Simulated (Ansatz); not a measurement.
Ru:

```
Ru
1.0
     2.70580    0.00000    0.00000
    -1.35290    2.34329    0.00000
     0.00000    0.00000    4.28190
Ru
2
Direct
  0.66667 0.33333 0.75000
  0.33333 0.66667 0.25000
```

* Program: Ansatz 0.2.0
* Task: relaxation of cell and atoms
* Functional: PBEsol
* Dispersion: D4
* Potentials or basis: Ansatz PAW
* Cutoff: 420 eV (not typed: the program's choice for these potentials)
* k mesh: 11 × 11 × 6
* Occupations: fermi-dirac, width 0.05 eV
* Spin: no spin polarisation

At the start: volume 13.57 Å³/atom.

Q: How do energy, volume and symmetry change on relaxing?

A: It ends after 4 steps and the volume is 13.19 Å³/atom (-2.8 %); space group P6_3/mmc (No. 194, to 0.05 Å).

The path:
| step | energy change (eV) | largest force (eV/Å) | volume (Å³) |
| --- | --- | --- | --- |
| 1 | 0.0000 | 0.0000 | 27.15 |
| 2 | -0.0233 | 0.0000 | 26.43 |
| 3 | -0.0234 | 0.0000 | 26.38 |
| 4 | -0.0232 | 0.0000 | 26.38 |

Final structure:
```
Ru
1.0
     2.67992    0.00000    0.00000
    -1.33996    2.32088    0.00000
     0.00000    0.00000    4.24189
Ru
2
Direct
  0.66667 0.33333 0.75000
  0.33333 0.66667 0.25000
```

Caveat: the plane-wave basis is chosen anew once the cell has moved, so the energies of steps on either side of that aren't comparable; the PAW data sets come from PBE, with cores solved anew for the run's functional, which leaves a small shift of forces and pressure.
